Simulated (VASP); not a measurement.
Tl: single point with PBE

Crystal: Tl.

```
CELL_PARAMETERS angstrom
-1.77298 1.77298 1.77298
1.77298 -1.77298 1.77298
1.77298 1.77298 -1.77298
ATOMIC_POSITIONS crystal
Tl 0.00000 0.00000 0.00000
```

The cell isn't the ideal one: Al replaced by Tl, lengths x 1.119, strained and moved within the space group.

| Item | Value |
| --- | --- |
| Program | VASP 6.6.1 |
| Task | single point |
| Functional | PBE |
| Potentials or basis | VASP PAW PBE potentials, release 64 (Tl_d) |
| Cutoff | 520 eV |
| k mesh | 8 × 8 × 8 |
| Occupations | gaussian, width 0.1 eV |
| Spin | no spin polarisation |
| Dipole correction | no |
| Further INCAR settings | ALGO = Normal; EDIFF = 1e-06; NBANDS = 12 |

The pressure is 23.4 GPa and the band gap on the k mesh is none (metal or under the smearing width).

Levels at points of the mesh, in eV from the Fermi level:
| k point | band 3 | band 4 | band 5 | band 6 | band 7 | band 8 | band 9 | band 10 |
| --- | --- | --- | --- | --- | --- | --- | --- | --- |
| (0.00, 0.00, 0.00) | -12.39 | -12.18 | -11.62 | -11.62 | 12.62 | 12.62 | 12.62 | 13.70 |
| (0.50, 0.00, 0.00) | -11.68 | -11.60 | -11.10 | -4.92 | -4.04 | 6.84 | 7.69 | 12.23 |
| (0.50, 0.50, 0.50) | -11.23 | -11.23 | -11.23 | -0.06 | 1.20 | 1.20 | 1.20 | 7.39 |

It took 4.3 s on 1 thread of Intel(R) Xeon(R) Platinum 8259CL CPU @ 2.50GHz (Skylake/Cascade Lake) (shared host), peak memory 0.14 GiB.

Caveat: so large a pressure means that the cell lies far from this level's equilibrium, or that cutoff or potentials fall short. Spin-orbit coupling is left out, which matters for the levels of Tl.
